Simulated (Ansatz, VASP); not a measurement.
# Two plane-wave programs on GaAs

INCAR

```
SYSTEM = GaAs
  ALGO = Normal
  EDIFF = 1E-6
  ENCUT = 520
  GGA = PE
  ISIF = 2
  ISMEAR = 0
  LASPH = .True.
  LCHARG = .False.
  LREAL = .False.
  LWAVE = .False.
  NBANDS = 16
  NELM = 100
  PREC = Accurate
  SIGMA = 0.02
```

KPOINTS

```
k-points
0
Gamma
  12 12 12
  0 0 0
```

Contents of POSCAR:

```
GaAs
1.0
    0.0000000000      2.8726922825      2.8726922825
    2.8726922825      0.0000000000      2.8726922825
    2.8726922825      2.8726922825      0.0000000000
Ga As
1 1
Direct
    0.0000000000      0.0000000000      0.0000000000
    0.2500000000      0.2500000000      0.2500000000
```

Input for Ansatz:

```yaml
crystal:
  lattice:
    - [0.0, 2.8726922825, 2.8726922825]
    - [2.8726922825, 0.0, 2.8726922825]
    - [2.8726922825, 2.8726922825, 0.0]
  atoms:
    - { symbol: Ga, position: [0.0, 0.0, 0.0] }
    - { symbol: As, position: [0.25, 0.25, 0.25] }
basis:
  ecutwfc: 420
kpoints:
  mp_grid: { grid: [12, 12, 12] }
  band_path:
    path:
      - [[0.0, 0.0, 0.0], [-0.5, -0.5, 0.0], [-0.375, -0.375, 0.25]]
      - [[-0.375, 0.0, 0.375], [0.0, 0.0, 0.0], [0.0, 0.0, 0.5], [-0.5, -0.25, 0.25], [-0.5, -0.5, 0.0]]
    npoints: 14
hamiltonian:
  xc: pbe
scf:
  occupations: { method: gaussian, width: 0.02 }
  n_extra_bands: 6
output:
  forces: true
  stress: true
  eigenvalues: true
  populations: true
  dos: { projected: true, de: 0.02, nscf_kmesh: { grid: [18, 18, 18] } }
  bader: true
  write_density: true
  write_potential: true
  elf: true
  volumetric_format: npy
```

Alike in both runs: task single point; functional PBE; k mesh 12 × 12 × 12; occupations gaussian, width 0.02 eV; no spin polarisation.

```csv
,VASP,Ansatz
version,VASP 6.6.1,Ansatz 0.2.0
potentials or method,"VASP PAW PBE potentials, release 64 (Ga_d, As)","scalar-relativistic, plane waves, PAW"
plane-wave cutoff (eV),520,420
valence electrons in the cell,18,28
```

Ansatz gave:

- gap on the k mesh at the Fermi level (eV): 0.16
- least direct gap on the mesh (eV): 0.16
- pressure (GPa): 0.0

Problem. What did VASP give for the same quantities?

Solution. gap on the k mesh at the Fermi level (eV): 0.16; least direct gap on the mesh (eV): 0.16; pressure (GPa): 0.2.

The functional is the same, so the differences come from potentials, cutoffs and numerics. The two sets of potentials don't hold the same shells in valence.

A hybrid or GW would open this gap; PBE tends to underestimate it.
